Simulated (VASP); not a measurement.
# How uniaxial stress along [111] changes ZnSe (F-43m)

Wanted: the response of ZnSe to uniaxial stress along [111], as a table, with a fit that predicts a row left out.

Program: VASP 6.6.1. Level of theory: LDA; plane waves and PAW (Zn, Se), in the first sound run; inputs show where later runs differ. Results are calculated unless marked as measured.

### 1. Starting point

Symmetry: F-43m, No. 216, cubic system. Conventional cell: a = 5.668 Å, b = 5.668 Å, c = 5.668 Å, α = 90.00°, β = 90.00°, γ = 90.00°. Nearest to Zn lie 4 Se at 2.45 Å. Nearest to Se lie 4 Zn at 2.45 Å. Farther neighbours and most contacts between anions are not listed.

Coordinates:

```cif
data_structure
_symmetry_space_group_name_H-M 'P 1'
_symmetry_Int_Tables_number 1
_cell_length_a 4.0079
_cell_length_b 4.0079
_cell_length_c 4.0079
_cell_angle_alpha 60.000
_cell_angle_beta 60.000
_cell_angle_gamma 60.000
_cell_volume 45.52
loop_
_atom_site_label
_atom_site_type_symbol
_atom_site_fract_x
_atom_site_fract_y
_atom_site_fract_z
_atom_site_occupancy
Zn1 Zn 0.00000 0.00000 0.00000 1
Se2 Se 0.25000 0.25000 0.25000 1
```

### 2. Relax the crystal, LDA

The series starts from the cell that this level prefers, so that zero strain is near zero stress.

This step took 2 runs in a row; the last is shown.

Level: LDA; plane waves and PAW (Zn, Se).

Input file INCAR:

```
SYSTEM = ZnSe
PREC = Accurate
ENCUT = 450
EDIFF = 1E-07
NELM = 120
ISMEAR = 0
SIGMA = 0.02
LREAL = .FALSE.
ALGO = Normal
GGA = CA
NBANDS = 15
LASPH = .TRUE.
LORBIT = 11
LWAVE = .FALSE.
LCHARG = .FALSE.
KPAR = 16
IBRION = 2
NSW = 40
ISIF = 3
EDIFFG = -0.005
POTIM = 0.4
```

Input file POSCAR:

```
ZnSe
1.0
    0.0000000000      2.7878715480      2.7878715480
    2.7878715480      0.0000000000      2.7878715480
    2.7878715480      2.7878715480      0.0000000000
Zn Se
1 1
Direct
    0.0000000000      0.0000000000      0.0000000000
    0.2500000000      0.2500000000      0.2500000000
```

Input file KPOINTS:

```
Automatic mesh
0
Gamma
9 9 9
0 0 0
```

PAW data sets: Zn and Se (LDA family, release 64).

Started as:

```console
> mpirun -np 16 vasp_std
```

Output:

```text
[banner, memory and clock lines left out]
running   16 mpi-ranks, on    1 nodes
[...]
|                                                                             |
|           W    W    AA    RRRRR   N    N  II  N    N   GGGG   !!!           |
|           W    W   A  A   R    R  NN   N  II  NN   N  G    G  !!!           |
|           W    W  A    A  R    R  N N  N  II  N N  N  G       !!!           |
|           W WW W  AAAAAA  RRRRR   N  N N  II  N  N N  G  GGG   !            |
|           WW  WW  A    A  R   R   N   NN  II  N   NN  G    G                |
|           W    W  A    A  R    R  N    N  II  N    N   GGGG   !!!           |
|                                                                             |
|     For optimal performance we recommend to set                             |
|       NCORE = 2 up to number-of-cores-per-socket                            |
|     NCORE specifies how many cores store one orbital (NPAR=cpu/NCORE).      |
|     This setting can greatly improve the performance of VASP for DFT.       |
[...]
DAV:  11    -0.737219246222E+01    0.73456E-05   -0.15887E-05  1582   0.644E-02    0.445E-03
DAV:  12    -0.737219250256E+01   -0.40342E-07   -0.25748E-06  1246   0.119E-02    0.120E-03
DAV:  13    -0.737219252548E+01   -0.22917E-07   -0.85885E-08   826   0.260E-03
   1 F= -.73721925E+01 E0= -.73721925E+01  d E =-.737219E+01
[...]
N       E                     dE             d eps       ncg     rms          rms(c)
DAV:   1    -0.737226729196E+01   -0.74789E-04   -0.82086E-04  1295   0.589E-01    0.600E-02
DAV:   2    -0.737220458417E+01    0.62708E-04   -0.19879E-04  1302   0.390E-01    0.219E-02
DAV:   3    -0.737219692448E+01    0.76597E-05   -0.70831E-06  1177   0.297E-02    0.106E-02
DAV:   4    -0.737219484676E+01    0.20777E-05   -0.12279E-06  1344   0.156E-02    0.400E-03
DAV:   5    -0.737219458860E+01    0.25816E-06   -0.22737E-07   846   0.860E-03    0.361E-04
DAV:   6    -0.737219459507E+01   -0.64701E-08   -0.95841E-08   634   0.347E-03
   2 F= -.73721946E+01 E0= -.73721946E+01  d E =-.206959E-05
 trial-energy change:   -0.000002  1 .order   -0.000003   -0.000006    0.000000
 step:   0.8166(harm=  0.9417)  dis= 0.00000  next Energy=    -7.372195 (dE=-0.211E-05)
 reached required accuracy - stopping structural energy minimisation
```

It took 4.6 s on 16 MPI ranks of Intel Xeon 6975P-C (Granite Rapids), shared host; peak memory 2.5 GiB; 42 s of CPU time.

Lines that name or quote the potential files are left out of all logs, and their timing lines are given in words.

From OUTCAR (step 2):

```text
  Total        0.0006529      0.0006529      0.0006529      0.0000000     -0.0000000      0.0000000
  in kB        0.0241518      0.0241518      0.0241518      0.0000000     -0.0000000      0.0000000
  external PRESSURE =       0.0241518 kB  Pullay stress =       0.0000000 kB

 POSITION                                       TOTAL-FORCE (eV/Angst)
 -----------------------------------------------------------------------------------
      0.00000      0.00000      0.00000         0.000000      0.000000      0.000000
      1.39365      1.39365      1.39365        -0.000000     -0.000000     -0.000000
 -----------------------------------------------------------------------------------
    total drift:                                0.000001      0.000001      0.000001

  FREE ENERGIE OF THE ION-ELECTRON SYSTEM (eV)
  ---------------------------------------------------
  free  energy   TOTEN  =        -7.3721945951 eV

  energy  without entropy=       -7.3721945951  energy(sigma->0) =       -7.37219460

 reached required accuracy - stopping structural energy minimisation

[... 3 further parts left out ...]
[key lines of the parts left out:]
E-fermi :   2.0449
```

Read from the output:

| Quantity | Value |
| --- | --- |
| energy(sigma→0) of the program | -7.3722 eV |
| stress, compression positive | 0.00 along [111], 0.00 across it (mean), GPa |
| volume | 43.309 Å³ |
| ionic steps | 2 |

### 3. Strain across the axis, LDA

One member in full: the axis is strained by 0.5 %, and the two directions across it are strained alike until their mean stress is under 0.012 GPa or five steps are spent.

This step took 3 runs, each at a new trial strain with the atoms of the one before; the last is shown.

Level: LDA; plane waves and PAW (Zn, Se); cell typed or built by script.

Edit INCAR of step 2 so:

```diff
@@ -15,7 +15,7 @@
 LCHARG = .FALSE.
-KPAR = 16
-IBRION = 2
-NSW = 40
-ISIF = 3
-EDIFFG = -0.005
-POTIM = 0.4
+KPAR = 4
+IBRION = 1
+NSW = 25
+ISIF = 2
+EDIFFG = -0.004
+POTIM = 0.3
```

Input file POSCAR:

```
ZnSe
1.0
    0.0115164220      2.7954822980      2.7954822980
    2.7954822980      0.0115164220      2.7954822980
    2.7954822980      2.7954822980      0.0115164220
Zn Se
1 1
Direct
    0.0003670800      0.0003670800      0.0003670800
    0.2496329200      0.2496329200      0.2496329200
```

KPOINTS is that of step 2.

Started as:

```console
> mpirun -np 4 vasp_std
```

Output:

```text
[banner, memory and clock lines left out]
running    4 mpi-ranks, on    1 nodes
[...]
LDA part: xc-table for (Slater(with rela. corr.)+CA(PZ))
 , standard interpolation
 POSCAR, INCAR and KPOINTS ok, starting setup
[...]
entering main loop
       N       E                     dE             d eps       ncg     rms          rms(c)
DAV:   1     0.809151118793E+02    0.80915E+02   -0.82004E+03  2558   0.126E+03
DAV:   2    -0.262128138934E+01   -0.83536E+02   -0.79081E+02  2816   0.246E+02
DAV:   3    -0.764205713889E+01   -0.50208E+01   -0.50007E+01  3180   0.616E+01
DAV:   4    -0.768280929014E+01   -0.40752E-01   -0.40747E-01  2984   0.587E+00
[...]
DAV:  11    -0.737187390210E+01    0.72546E-05   -0.15648E-05  3881   0.638E-02    0.440E-03
DAV:  12    -0.737187394942E+01   -0.47311E-07   -0.25668E-06  3019   0.119E-02    0.120E-03
DAV:  13    -0.737187397207E+01   -0.22651E-07   -0.85697E-08  2087   0.272E-03
   1 F= -.73718740E+01 E0= -.73718740E+01  d E =-.737187E+01
 BRION: g(F)=  0.552E-08 g(S)=  0.000E+00
 reached required accuracy - stopping structural energy minimisation
```

Run time: 7.6 s. Hardware: 4 MPI ranks; peak memory 0.62 GiB.

Parts of OUTCAR (step 3):

```text
  Total       -0.0492486     -0.0492486     -0.0492486     -0.0480405     -0.0480405     -0.0480405
  in kB       -1.8171712     -1.8171712     -1.8171712     -1.7725957     -1.7725957     -1.7725957
  external PRESSURE =      -1.8171712 kB  Pullay stress =       0.0000000 kB

 POSITION                                       TOTAL-FORCE (eV/Angst)
 -----------------------------------------------------------------------------------
      0.00206      0.00206      0.00206         0.000178      0.000178      0.000178
      1.39856      1.39856      1.39856        -0.000178     -0.000178     -0.000178
 -----------------------------------------------------------------------------------
    total drift:                               -0.000201     -0.000201     -0.000201

  FREE ENERGIE OF THE ION-ELECTRON SYSTEM (eV)
  ---------------------------------------------------
  free  energy   TOTEN  =        -7.3718739721 eV

  energy  without entropy=       -7.3718739721  energy(sigma->0) =       -7.37187397

[... 1 part as in an earlier step ...]

[... 3 further parts left out ...]
[key lines of the parts left out:]
E-fermi :   2.0257
```

Read from the output:

```
energy(sigma→0) of the program : -7.3719 eV
stress, compression positive   : -0.54 along [111], 0.00 across it (mean), GPa
ionic steps                    : 1
```

### 4. Band edges, HSE06

Short lines in KPOINTS_OPT sample the zone centre along and across the axis, for masses, and the other valleys.

Level: HSE06; plane waves and PAW (Zn, Se); cell typed or built by script.

Input file INCAR:

```
SYSTEM = ZnSe
PREC = Accurate
ENCUT = 450
EDIFF = 1E-06
NELM = 100
ISMEAR = 0
SIGMA = 0.02
LREAL = .FALSE.
ALGO = Normal
LHFCALC = .TRUE.
AEXX = 0.25
GGA = PE
HFSCREEN = 0.2
LASPH = .TRUE.
NBANDS = 14
PRECFOCK = Fast
LWAVE = .FALSE.
LCHARG = .FALSE.
KPAR = 4
```

POSCAR is that of step 3.

Input file KPOINTS:

```
Automatic mesh
0
Gamma
5 5 5
0 0 0
```

Input file KPOINTS_OPT:

```
Line mode
6
Line-mode
Reciprocal
  0.00000000   0.00000000   0.00000000
  0.02574008   0.02574008   0.02574008

  0.00000000   0.00000000   0.00000000
 -0.01566531   0.01566531  -0.00000000

  0.31000000   0.31000000   0.00000000
  0.50000000   0.50000000   0.00000000

  0.00000000   0.31000000   0.31000000
  0.00000000   0.50000000   0.50000000

  0.45000000   0.45000000   0.45000000
  0.50000000   0.50000000   0.50000000

  0.45000000   0.00000000   0.00000000
  0.50000000   0.00000000   0.00000000

  0.42500000   0.42500000   0.00000000
  0.42509164   0.44724574   0.02224574

  0.50000000   0.50000000   0.50000000
  0.48433469   0.51566531   0.50000000
```

Started as:

```console
> mpirun -np 4 vasp_std
```

Output:

```text
[banner, memory and clock lines left out]
running    4 mpi-ranks, on    1 nodes
[...]
|                                                                             |
|               ----> ADVICE to this user running VASP <----                  |
|                                                                             |
|     You enforced a specific xc type in the INCAR file but a different       |
|     [... a line on the potential file left out ...]
|     I HOPE YOU KNOW WHAT YOU ARE DOING!                                     |
|                                                                             |

 LDA part: xc-table for (Slater+PW92), standard interpolation
 found WAVECAR, reading the header
 POSCAR, INCAR and KPOINTS ok, starting setup
[...]
reading WAVECAR
 the WAVECAR file was read successfully
 initial charge from wavefunction
 entering main loop
       N       E                     dE             d eps       ncg     rms          rms(c)
DAV:   1    -0.745499354532E+01   -0.74550E+01   -0.14008E+00   686   0.331E+01    0.291E+00
DAV:   2    -0.740913858311E+01    0.45855E-01   -0.29035E-01   634   0.119E+01    0.154E+00
DAV:   3    -0.740801617405E+01    0.11224E-02   -0.30413E-02   664   0.310E+00    0.969E-01
DAV:   4    -0.740723490828E+01    0.78127E-03   -0.26624E-03   562   0.696E-01    0.579E-01
[...]
DAV:   8    -0.740696002040E+01    0.56856E-05   -0.35749E-06   580   0.154E-02    0.558E-02
DAV:   9    -0.740695819480E+01    0.18256E-05   -0.13259E-06   572   0.935E-03    0.294E-02
DAV:  10    -0.740695796649E+01    0.22831E-06   -0.46740E-07   392   0.586E-03
   1 F= -.74069580E+01 E0= -.74069580E+01  d E =-.205694E-15
 Start KPOINTS_OPT (optional k-point list driver)
k-point batch [1-19\48]
       N       E                     dE             ncg
DAV:   1     0.508943184697E+03   -0.31719E+04      532
DAV:   2    -0.153117863447E+04   -0.20401E+04      544
DAV:   3    -0.168749553355E+04   -0.15632E+03      658
DAV:   4    -0.169062895122E+04   -0.31334E+01      610
DAV:   5    -0.169065062367E+04   -0.21672E-01      652
DAV:   6    -0.169065082044E+04   -0.19678E-03      616
DAV:   7    -0.169065082269E+04   -0.22433E-05      480
DAV:   8    -0.169065082282E+04   -0.13316E-06      470
[...]
k-point batch [39-48\48]
       N       E                     dE             ncg
DAV:   1     0.498638223292E+04   -0.53749E+04      280
DAV:   2     0.389006572340E+04   -0.10963E+04      292
DAV:   3     0.381541824724E+04   -0.74647E+02      370
DAV:   4     0.381413495587E+04   -0.12833E+01      340
DAV:   5     0.381412621297E+04   -0.87429E-02      340
DAV:   6     0.381412614686E+04   -0.66114E-04      340
DAV:   7     0.381412614621E+04   -0.64657E-06      230
```

It took 4.2 min on 4 MPI ranks; peak memory 1.1 GiB; 11 min of CPU time.

Parts of OUTCAR (step 4):

```text
  LATTYP: Found a trigonal (rhomboedric) cell.
 ALAT       =     3.9534257530
 COS(alpha) =     0.5041153770

 Subroutine GETGRP returns: Found  6 space group operations
 (whereof  6 operations were pure point group operations)

The static configuration has the point symmetry C_3v.

 Found     19 irreducible k-points:

   k-points           NKPTS =     19   k-points in BZ     NKDIM =    125   number of bands    NBANDS=     14

   dimension x,y,z NGX =    28 NGY =   28 NGZ =   28
   dimension x,y,z NGXF=    56 NGYF=   56 NGZF=   56

   ENCUT  =  450.0 eV  33.07 Ry    5.75 a.u.   6.84  6.84  6.84*2*pi/ulx,y,z

   NELECT =      18.0000    total number of electrons

  exchange ACFDT corr.  =         0.00000000  see jH, gK, PRB 81, 115126

 E-fermi :   1.6790

 k-point     1 :       0.0000    0.0000    0.0000
  band No.  band energies     occupation
    ...
      5      -6.4402      2.00000
      6      -6.4402      2.00000
      7       1.5330      2.00000
      8       1.5742      2.00000
      9       1.5742      2.00000
     10       4.2041      0.00000
     11       8.4761      0.00000
     12       8.5579      0.00000
     13       8.5579      0.00000
     14      13.1020      0.00000

 k-point     2 :       0.2000   -0.0000   -0.0000
  band No.  band energies     occupation
    ...
      5      -6.4424      2.00000
      6      -6.4418      2.00000
      7      -0.9969      2.00000
      8       1.1510      2.00000
      9       1.1846      2.00000
     10       5.5449      0.00000
     11       8.9276      0.00000
     12       9.0720      0.00000
     13       9.1226      0.00000
     14      13.1669      0.00000

 POSITION                                       TOTAL-FORCE (eV/Angst)
 -----------------------------------------------------------------------------------
      0.00206      0.00206      0.00206         0.003080      0.003080      0.003080
      1.39856      1.39856      1.39856        -0.003080     -0.003080     -0.003080
 -----------------------------------------------------------------------------------
    total drift:                               -0.000019     -0.000059     -0.000024

  FREE ENERGIE OF THE ION-ELECTRON SYSTEM (eV)
  ---------------------------------------------------
  free  energy   TOTEN  =        -7.4069579665 eV

  energy  without entropy=       -7.4069579665  energy(sigma->0) =       -7.40695797

[... 1 part as in an earlier step ...]

[... 7 further parts left out ...]
```

This run gave:

- energy(sigma→0) of the program: -7.4070 eV

### 5. All members

Hybrid runs start from orbitals of a short LDA run, not shown.

Runs beyond LDA use the data sets made with LDA; this shifts their levels slightly, and their total energies have another zero.

The other members went through these steps as far as the tables show, with the same cutoff and, step by step, the same mesh; 42 runs are not shown. The session took 2.8 core hours (wall time by ranks) on a shared machine.

| strain along the axis (%) | strain across the axis (%) | stress along the axis, tension positive (GPa) | energy above the unstrained row (meV/atom) | gap on the mesh, LDA (eV) |
| --- | --- | --- | --- | --- |
| -2.000 | 0.524 | -2.137 | 3.020 | 1.204 |
| -1.500 | 0.389 | -1.607 | 1.719 | 1.223 |
| -1.000 | 0.259 | -1.055 | 0.791 | 1.239 |
| -0.500 | 0.131 | -0.520 | 0.209 | 1.256 |
| 0 | 0.000 | -0.004 | 0.000 | 1.274 |
| 0.500 | -0.120 | 0.536 | 0.144 | 1.249 |
| 1.000 | -0.244 | 1.055 | 0.658 | 1.223 |
| 1.500 | -0.366 | 1.603 | 1.515 | 1.197 |
| 2.000 | -0.481 | 2.138 | 2.738 | 1.168 |

Slopes at zero strain, from cubics through all rows: strain ratio -0.251, stress over strain 106 GPa.

Band edges at HSE06, counted from the valence-band top at Γ, with one row partly withheld:

```csv
strain along the axis (%),gap (eV),conduction band at Γ (eV),Δ or X valley along z (eV),Δ or X valley along x (eV),"lowest conduction level at L, [111] (eV)","lowest conduction level at L, [-111] (eV)",second valence level below the top (eV),third valence level below the top (eV)
-2.000,2.581,2.581,3.609,3.609,3.481,3.759,0.162,0.162
-1.500,2.602,2.602,3.653,3.653,3.555,3.763,0.122,0.122
-1.000,2.620,2.620,3.694,3.694,3.628,3.767,0.083,0.083
-0.500,2.638,2.638,3.732,3.732,3.702,3.772,0.043,0.043
0,2.656,2.656,3.768,3.768,3.778,3.778,0.000,0.000
0.500,2.630,2.630,3.759,3.759,3.810,3.742,0.000,0.041
1.000,2.601,2.602,3.746,3.746,?,3.705,0.000,0.084
1.500,2.572,2.572,3.730,3.730,3.873,3.670,0.000,0.125
2.000,2.540,2.541,3.712,3.712,3.903,3.634,0.000,0.167
```

Conduction masses, in electron masses:

```csv
strain along the axis (%),"conduction mass at Γ, along the strain axis or the normal of the plane","conduction mass at Γ, across the strain axis or in the plane"
-2.000,0.149,0.134
-1.500,0.146,0.136
-1.000,0.144,0.136
-0.500,0.141,0.137
0,0.138,0.139
0.500,0.136,0.140
1.000,0.133,0.139
1.500,0.130,0.141
2.000,0.128,0.142
```

### 6. A fit to the known rows

The quantity to fit is the splitting of the lowest conduction levels at the L points ([111] less [-111]) at HSE06: -0.278, -0.208, -0.139, -0.070, 0.000, 0.068, 0.203, 0.269 eV in the rows shown.

A least-squares parabola through the 8 rows shown, with d the strain along the axis less the strain across it, in %: E = − 2.29e-4 d² + 0.1095 d − 4.82e-4 (eV), r.m.s. residual 4.8e-4 eV.

At d = 1.244 this predicts 0.1353 eV.

### 7. The withheld row

The calculation gives 0.1368 eV, so the prediction is 0.0015 eV too low, more than twice the residual of the fit.

The splitting is Ξu times 8/9 of d, with d as a fraction, so the linear term gives Ξu = 12.3 eV.

### 8. Outcome

```json
{"Poisson ratio": "0.251", "Young's modulus along the axis": "106 GPa", "gap of the unstrained cell, HSE06": "2.66 eV", "shear deformation potential Ξu of the lowest conduction levels at L": "12.3 eV", "error of the predicted row": "-1.5 meV"}
```

In words: As a check, the curvature of the energy gives 107 GPa for the same modulus (energy per volume = E/2 × strain²), 1 % from the slope of the stress. At HSE06 the lowest conduction valley is Γ throughout, and the gap runs between 2.54 and 2.66 eV. Hole masses are left out throughout, since the top bands are degenerate or cross in many series; of conduction masses, those of the Γ, L and (for Si and Ge under (001) strain) Δ valleys are kept where they change by under an eighth between rows. HSE06 ran on a coarser mesh than the semilocal levels. Spin-orbit coupling is left out at HSE06, so the valence splittings there lack it. Δ or X levels are the lowest on their line, refined by a parabola unless they lie at X; the gap is read from all points sampled and can differ from the lowest valley by some meV, or by tens of meV where strain moves the valence top off Γ. Temperature, zero-point motion and excitons are left out.

[Lines on the potential files, build, host, timing and source positions are cut from VASP's logs without a mark.]

[Logs are printed without paths, hosts, clocks, repeated set-up lines and the standing remarks that a program may print on its own settings, such as how far it seeks lower states.]

[Hosts, paths, dates, database ids (printed as entryN), source tags and the programs' standing remarks are cut or masked in the printed files.]

[In band tables of VASP the shares of atoms and orbitals are scaled to a sum of 1 inside the atoms' spheres.]
